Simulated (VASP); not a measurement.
# I (Pm-3n) in VASP: further runs

One crystal, I, is run at these levels: PBEsol, LDA; tasks: relaxation of cell and atoms.

All numbers are computed with VASP 6.6.1; they aren't measurements. Logs are shortened: lines on timing, memory, paths and dates and some standing lists are left out, and cuts for length are marked.

### Step 1. The crystal as given

Symmetry: Pm-3n, No. 223, cubic system. The conventional cell has a = 5.462 Å, b = 5.462 Å, c = 5.462 Å, α = 90.00°, β = 90.00°, γ = 90.00°. Around I (site symmetry m-3) lie 12 I at 3.05 Å. Around I (site symmetry -4m2) lie 6 I at 2.73 to 3.05 Å.

### Step 2. Relaxation of cell and atoms, PBEsol, target pressure 47 GPa, at which the enthalpy is minimised

The input, INCAR:

```
PREC = Accurate
ENCUT = 600
EDIFF = 1E-6
ISMEAR = 0
SIGMA = 0.03
LREAL = F
LASPH = T
NELM = 80
ALGO = Normal
ISIF = 3
LWAVE = F
LCHARG = F
GGA = PS
IBRION = 2
NSW = 90
EDIFFG = -0.01
PSTRESS = 470.0
KPAR = 2
```

The input, KPOINTS:

```
Automatic mesh
0
Gamma
  6 6 6
```

The input, POSCAR:

```
I
1.0
    5.4618000000      0.0000000000      0.0000000000
    0.0000000000      5.4618000000      0.0000000000
    0.0000000000      0.0000000000      5.4618000000
I
8
Direct
    0.0000000000      0.0000000000      0.0000000000
    0.5000000000      0.5000000000      0.5000000000
    0.2500000000      0.5000000000      0.0000000000
    0.7500000000      0.5000000000      0.0000000000
    0.0000000000      0.7500000000      0.5000000000
    0.0000000000      0.2500000000      0.5000000000
    0.5000000000      0.0000000000      0.7500000000
    0.5000000000      0.0000000000      0.2500000000
```

Potentials or basis: VASP PAW PBE potentials, release 64 (I).

Run with:

```bash
$ cat potpaw_PBE.64/I/POTCAR > POTCAR
$ mpirun -np 2 vasp_std > vasp.out
```

OUTCAR:

```text
PREC = Accurate
   ENCUT = 600
   EDIFF = 1E-6
   ISMEAR = 0
   LREAL = F
   LASPH = T
   NELM = 80
   ISIF = 3
   GGA = PS
   IBRION = 2
   NSW = 90
   EDIFFG = -0.01
   PSTRESS = 470.0

 ion  position               nearest neighbor table
   1  0.000  0.000  0.000-   3 3.05   4 3.05   5 3.05   6 3.05   7 3.05   8 3.05   5 3.05   6 3.05
                             3 3.05   4 3.05   7 3.05   8 3.05
   2  0.500  0.500  0.500-   3 3.05   4 3.05   5 3.05   6 3.05   7 3.05   8 3.05   3 3.05   4 3.05
                             7 3.05   8 3.05   5 3.05   6 3.05
   3  0.250  0.500  0.000-   4 2.73   4 2.73   1 3.05   2 3.05   1 3.05   2 3.05   5 3.34   6 3.34
                             6 3.34   5 3.34   8 3.34   7 3.34   8 3.34   7 3.34
   4  0.750  0.500  0.000-   3 2.73   3 2.73   1 3.05   2 3.05   1 3.05   2 3.05   5 3.34   6 3.34
                             6 3.34   5 3.34   8 3.34   7 3.34   8 3.34   7 3.34
   5  0.000  0.750  0.500-   6 2.73   6 2.73   1 3.05   1 3.05   2 3.05   2 3.05   3 3.34   4 3.34
                             3 3.34   4 3.34   8 3.34   7 3.34   7 3.34   8 3.34
   6  0.000  0.250  0.500-   5 2.73   5 2.73   1 3.05   1 3.05   2 3.05   2 3.05   3 3.34   4 3.34
                             3 3.34   4 3.34   8 3.34   7 3.34   7 3.34   8 3.34
   7  0.500  0.000  0.750-   8 2.73   8 2.73   1 3.05   2 3.05   2 3.05   1 3.05   3 3.34   4 3.34
                             5 3.34   3 3.34   4 3.34   6 3.34   5 3.34   6 3.34
   8  0.500  0.000  0.250-   7 2.73   7 2.73   1 3.05   2 3.05   2 3.05   1 3.05   3 3.34   4 3.34
                             5 3.34   3 3.34   4 3.34   6 3.34   5 3.34   6 3.34

  LATTYP: Found a simple cubic cell.
 ALAT       =     5.4618000000

  Lattice vectors:

 A1 = (   5.4618000000,   0.0000000000,   0.0000000000)
 A2 = (   0.0000000000,   5.4618000000,   0.0000000000)
 A3 = (   0.0000000000,   0.0000000000,   5.4618000000)

Analysis of symmetry for initial positions (statically):
=====================================================================
 Subroutine PRICEL returns:
 Original cell was already a primitive cell.

 Routine SETGRP: Setting up the symmetry group for a
 simple cubic supercell.

 Subroutine GETGRP returns: Found 48 space group operations
 (whereof 24 operations were pure point group operations)
 out of a pool of 48 trial point group operations.

The static configuration has the point symmetry T_h .
 The point group associated with its full space group is O_h .

Analysis of symmetry for dynamics (positions and initial velocities):
=====================================================================
 Subroutine PRICEL returns:
 Original cell was already a primitive cell.

 Routine SETGRP: Setting up the symmetry group for a
 simple cubic supercell.

 Subroutine GETGRP returns: Found 48 space group operations
 (whereof 24 operations were pure point group operations)
 out of a pool of 48 trial point group operations.

The dynamic configuration has the point symmetry T_h .
 The point group associated with its full space group is O_h .

 Subroutine INISYM returns: Found 48 space group operations
 (whereof 24 operations are pure point group operations),
 and found     1 'primitive' translations

----------------------------------------------------------------------------------------

                                     Primitive cell

  volume of cell :     162.9324

  direct lattice vectors                    reciprocal lattice vectors
     5.461800000  0.000000000  0.000000000     0.183089824  0.000000000  0.000000000
     0.000000000  5.461800000  0.000000000     0.000000000  0.183089824  0.000000000
     0.000000000  0.000000000  5.461800000     0.000000000  0.000000000  0.183089824

  length of vectors
     5.461800000  5.461800000  5.461800000     0.183089824  0.183089824  0.183089824

  position of ions in fractional coordinates (direct lattice)
     0.000000000  0.000000000  0.000000000
     0.500000000  0.500000000  0.500000000
     0.250000000  0.500000000  0.000000000
     0.750000000  0.500000000  0.000000000
     0.000000000  0.750000000  0.500000000
     0.000000000  0.250000000  0.500000000
     0.500000000  0.000000000  0.750000000
     0.500000000  0.000000000  0.250000000

  ion indices of the primitive-cell ions
   primitive index   ion index
                 1           1
                 2           2
                 3           3
                 4           4
                 5           5
                 6           6
                 7           7
                 8           8

----------------------------------------------------------------------------------------

 KPOINTS: Automatic mesh

Automatic generation of k-mesh.
 Grid dimensions read from file:
 generate k-points for:    6    6    6

 Generating k-lattice:

  Cartesian coordinates                     Fractional coordinates (reciprocal lattice)
     0.030514971  0.000000000  0.000000000     0.166666667  0.000000000  0.000000000
     0.000000000  0.030514971  0.000000000     0.000000000  0.166666667  0.000000000
     0.000000000  0.000000000  0.030514971     0.000000000  0.000000000  0.166666667

  Length of vectors
     0.030514971  0.030514971  0.030514971

  Shift w.r.t. Gamma in fractional coordinates (k-lattice)
     0.000000000  0.000000000  0.000000000

 Subroutine IBZKPT returns following result:
 ===========================================

 Found     20 irreducible k-points:

 Following reciprocal coordinates:
            Coordinates               Weight
  0.000000  0.000000  0.000000      1.000000
  0.166667  0.000000  0.000000      6.000000
  0.333333  0.000000  0.000000      6.000000
  0.500000  0.000000  0.000000      3.000000
  0.166667  0.166667  0.000000     12.000000
  0.333333  0.166667  0.000000     24.000000
[... 12 lines left out ...]
  0.500000  0.500000  0.333333      6.000000
  0.500000  0.500000  0.500000      1.000000
   k-points           NKPTS =     20   k-points in BZ     NKDIM =     20   number of bands    NBANDS=     33
   number of dos      NEDOS =    301   number of ions     NIONS =      8
   total plane-waves  NPLWV = 110592
   dimension x,y,z NGX =    48 NGY =   48 NGZ =   48
   dimension x,y,z NGXF=    96 NGYF=   96 NGZF=   96
   ions per type =               8
   NGX,Y,Z   is equivalent  to a cutoff of  14.61, 14.61, 14.61 a.u.
   NGXF,Y,Z  is equivalent  to a cutoff of  29.22, 29.22, 29.22 a.u.
 SYSTEM =  unknown system
   PREC   = accura    normal or accurate (medium, high low for compatibility)
   ISTART =      0    job   : 0-new  1-cont  2-samecut
   ICHARG =      2    charge: 1-file 2-atom 10-const
   ISPIN  =      1    spin polarized calculation?
   LNONCOLLINEAR =      F non collinear calculations
   LSORBIT =      F    spin-orbit coupling
   LASPH  =      T    aspherical Exc in radial PAW
   ENCUT  =  600.0 eV  44.10 Ry    6.64 a.u.  10.91 10.91 10.91*2*pi/ulx,y,z
   NELM   =     80;   NELMIN=  2; NELMDL= -5     # of ELM steps
   EDIFF  = 0.1E-05   stopping-criterion for ELM
   LREAL  =      F    real-space projection
   EDIFFG = -.1E-01   stopping-criterion for IOM
   NSW    =     90    number of steps for IOM
   IBRION =      2    ionic relax: 0-MD 1-quasi-New 2-CG
   NFREE  =      1    steps in history (QN), initial steepest desc. (CG)
   ISIF   =      3    stress and relaxation
   ISYM   =      2    0-nonsym 1-usesym 2-fastsym
   POTIM  = 0.5000    time-step for ionic-motion
   TEBEG  =    0.0;   TEEND  =   0.0 temperature during run
   PSTRESS=  470.0 pullay stress
   NELECT =      56.0000    total number of electrons
   NUPDOWN=      -1.0000    fix difference up-down
   EMIN   =  10.00;   EMAX   =-10.00  energy-range for DOS
   EFERMI =   0.00;   METHOD = LEGACY
   ISMEAR =     0;   SIGMA  =   0.03  broadening in eV -4-tet -1-fermi 0-gaus
   EFERMI_NEDOS =   21; number of points for ismear=-14 and -15
   IALGO  =     38    algorithm
   IMIX   =      4    mixing-type and parameters
     AMIX     =   0.40;   BMIX     =  1.00
     AMIX_MAG =   1.60;   BMIX_MAG =  1.00
  volume/ion in A,a.u.               =      20.37       137.44
  Fermi-wavevector in a.u.,A,eV,Ry     =   1.146749  2.167041 17.892115  1.315033
  Thomas-Fermi vector in A             =   2.283432
   LORBIT       =      0    0 simple, 1 ext, 2 COOP (PROOUT), +10 PAW based schemes
   GGA     = PS    functional components
   LHFCALC =     F    Hartree Fock is set to
   AEXX    =    0.0000 exact exchange contribution
   IVDW    =     0    specifies the selected vdW correction
   LEPSILON=     F    determine dielectric tensor
   LRPA    =     F    only Hartree local field effects (RPA)
 conjugate gradient relaxation of ions
 non-spin polarized calculation
 Gauss-broadening in eV      SIGMA  =   0.03
  energy-cutoff  :      600.00
  volume of cell :      162.93
 maximum number of plane-waves:      5520
 NGX is ok and might be reduce to    48
   NGX = 21   NGY = 21   NGZ = 21

--------------------------------------- Ionic step        1  -------------------------------------------

 number of electron      56.0000005 magnetization

 Free energy of the ion-electron system (eV)
  ---------------------------------------------------
  ext. energy  EPLUGINS =         0.00000000
  ---------------------------------------------------
  free energy    TOTEN  =        -1.97080594 eV

  energy without entropy =       -1.96949965  energy(sigma->0) =       -1.97015280

------------------------ aborting loop because EDIFF is reached ----------------------------------------

  FORCE on cell =-STRESS in cart. coord.  units (eV):
  Direction    XX          YY          ZZ          XY          YZ          ZX
  --------------------------------------------------------------------------------------
  -------------------------------------------------------------------------------------
  Total       50.5994501     50.5994501     50.5994501     -0.0000000      0.0000000     -0.0000000
  in kB      497.5640571    497.5640571    497.5640571     -0.0000000      0.0000000     -0.0000000
  external PRESSURE =      27.5640571 kB  Pullay stress =     470.0000000 kB
[... 73 lines left out ...]
  enthalpy is  TOTEN    =        45.9658084464 eV   P V=       50.2613449639

--------------------------------------- Ionic step        3  -------------------------------------------

 number of electron      56.0000006 magnetization

 Free energy of the ion-electron system (eV)
  ---------------------------------------------------
  ext. energy  EPLUGINS =         0.00000000
  ---------------------------------------------------
  free energy    TOTEN  =        -2.59408603 eV

  energy without entropy =       -2.59274810  energy(sigma->0) =       -2.59341706

 E-fermi :  12.9431     XC(G=0): -11.7435

 val. band max:       12.9002898165   @ k =   0.5000   0.1667   0.1667
 cond. band min:      12.9542689116   @ k =   0.1667   0.1667   0.0000
 fundamental gap:      0.0539790952
 Fermi energy:        12.9430862487

 k-point     1 :       0.0000    0.0000    0.0000
  band No.  band energies     occupation
      1      -5.5718      2.00000
      2      -2.3397      2.00000
      3      -2.3397      2.00000
      4      -1.7604      2.00000
      5       0.0094      2.00000
      6       0.0094      2.00000
[... 744 lines left out ...]
  FREE ENERGIE OF THE ION-ELECTRON SYSTEM (eV)
  ---------------------------------------------------
  free  energy   TOTEN  =        -2.5940860291 eV

  energy  without entropy=       -2.5927480987  energy(sigma->0) =       -2.59341706

  enthalpy is  TOTEN    =        45.8082294067 eV   P V=       48.4023154359

 reached required accuracy - stopping structural energy minimisation
```

Run time: 67 s. Hardware: 2 MPI ranks of Intel Xeon 6975P-C (Granite Rapids), shared host; peak memory 0.37 GiB.

What came out:

```yaml
Free_energy: -2.5941 eV
Relaxed_volume: 20.62 Å³/atom
Relaxed_cell: a = 5.485 Å, b = 5.485 Å, c = 5.485 Å, α = 90.00°, β = 90.00°, γ = 90.00°
Space_group_after_relaxing_to_0.05_Å: Pm-3n (No. 223)
Energy_change_on_relaxing_the_enthalpy_is_what_falls: -77.9 meV/atom
Ionic_steps: 3
Pressure_after_relaxing: 47.0 GPa
Band_gap_on_the_k_mesh: none (metal or under the smearing width)
```

Step by step:
```tsv
step	energy change (eV)	largest force (eV/Å)	pressure (GPa)	volume (Å³)
1	0.0000	0.0000	49.76	162.93
2	-2.3247	0.0000	39.30	171.34
3	-0.6233	0.0000	46.96	165.00
```

Final structure:
```
I
1.0
     5.48479    0.00000    0.00000
     0.00000    5.48479    0.00000
     0.00000    0.00000    5.48479
I
8
Direct
  0.00000 0.00000 0.00000
  0.50000 0.50000 0.50000
  0.25000 0.50000 0.00000
  0.75000 0.50000 0.00000
  0.00000 0.75000 0.50000
  0.00000 0.25000 0.50000
  0.50000 0.00000 0.75000
  0.50000 0.00000 0.25000
```

Caveat: the cell is relaxed towards a set pressure, so the enthalpy falls and the energy may rise; the PAW data sets were made with another functional, which shifts forces and pressure a little. Spin-orbit coupling is left out, which matters for the levels of I.

### Step 3. Relaxation of cell and atoms, PBEsol, target pressure 47 GPa, at which the enthalpy is minimised

This run uses another cell than the first one, of 20.62 Å³/atom, 1.013 times its volume.

Edit INCAR of step 2 so:

```diff
@@ -2,3 +2,3 @@
 ENCUT = 600
-EDIFF = 1E-6
+EDIFF = 1E-7
 ISMEAR = 0
@@ -15,3 +15,3 @@
 NSW = 90
-EDIFFG = -0.01
+EDIFFG = -0.005
 PSTRESS = 470.0
```

KPOINTS is that of step 2.

The input, POSCAR:

```
I                                       
1.0
    5.4847851580     -0.0000000000     -0.0000000000
   -0.0000000000      5.4847851580      0.0000000000
    0.0000000000      0.0000000000      5.4847851580
  I             
     8
Direct
     0.0000000000000000    0.0000000000000000    0.0000000000000000
     0.5000000000000000    0.5000000000000000    0.5000000000000000
     0.2500000000000000    0.5000000000000000    0.0000000000000000
     0.7500000000000000    0.5000000000000000    0.0000000000000000
     0.0000000000000000    0.7500000000000000    0.5000000000000000
     0.0000000000000000    0.2500000000000000    0.5000000000000000
     0.5000000000000000    0.0000000000000000    0.7500000000000000
     0.5000000000000000    0.0000000000000000    0.2500000000000000
```

Potentials or basis: VASP PAW PBE potentials, release 64 (I).

Run with:

```bash
$ cat potpaw_PBE.64/I/POTCAR > POTCAR
$ mpirun -np 2 vasp_std > vasp.out
```

Wall time 57 s (2 MPI ranks of Intel Xeon 6975P-C (Granite Rapids), shared host); peak memory 0.37 GiB.

Results (log left out):

- Free energy: -2.5848 eV
- Relaxed volume: 20.62 Å³/atom
- Relaxed cell: a = 5.484 Å, b = 5.484 Å, c = 5.484 Å, α = 90.00°, β = 90.00°, γ = 90.00°
- Space group after relaxing (to 0.05 Å): Pm-3n (No. 223)
- Energy change on relaxing (the enthalpy is what falls): +1.2 meV/atom
- Ionic steps: 3
- Pressure after relaxing: 47.0 GPa
- Band gap on the k mesh: none (metal or under the smearing width)

Step by step:
```tsv
step	energy change (eV)	largest force (eV/Å)	pressure (GPa)	volume (Å³)
1	0.0000	0.0000	46.96	165.00
2	0.0352	0.0000	47.12	164.88
3	0.0094	0.0000	47.00	164.97
```

Final structure:
```cif
data_structure
_symmetry_space_group_name_H-M 'P 1'
_symmetry_Int_Tables_number 1
_cell_length_a 5.4844
_cell_length_b 5.4844
_cell_length_c 5.4844
_cell_angle_alpha 90.000
_cell_angle_beta 90.000
_cell_angle_gamma 90.000
_cell_volume 164.97
loop_
_atom_site_label
_atom_site_type_symbol
_atom_site_fract_x
_atom_site_fract_y
_atom_site_fract_z
_atom_site_occupancy
I1 I 0.00000 0.00000 0.00000 1
I2 I 0.50000 0.50000 0.50000 1
I3 I 0.25000 0.50000 0.00000 1
I4 I 0.75000 0.50000 0.00000 1
I5 I 0.00000 0.75000 0.50000 1
I6 I 0.00000 0.25000 0.50000 1
I7 I 0.50000 0.00000 0.75000 1
I8 I 0.50000 0.00000 0.25000 1
```

Levels at points of the mesh, in eV from the Fermi level:
| k point | band 24 | band 25 | band 26 | band 27 | band 28 | band 29 | band 30 | band 31 | band 32 | band 33 |
| --- | --- | --- | --- | --- | --- | --- | --- | --- | --- | --- |
| (0.00, 0.00, 0.00) | -1.45 | -1.45 | -1.45 | 0.53 | 0.53 | 0.53 | 3.76 | 3.76 | 3.76 | 4.02 |
| (0.50, 0.00, 0.00) | -1.85 | -1.40 | -1.40 | 0.45 | 0.45 | 1.12 | 1.12 | 3.15 | 3.15 | 4.91 |
| (0.50, 0.50, 0.00) | -1.78 | -1.18 | -1.18 | -1.03 | -0.80 | -0.64 | 0.87 | 0.87 | 2.95 | 3.90 |
| (0.50, 0.50, 0.50) | -2.80 | -2.80 | -2.80 | -2.11 | -2.11 | -2.11 | -2.11 | -2.11 | -2.11 | 7.21 |

Caveat: the cell is relaxed towards a set pressure, so the enthalpy falls and the energy may rise; the PAW data sets were made with another functional, which shifts forces and pressure a little. The run has no spin-orbit coupling, so splittings on I are missing.

[end of part 1 of 2]
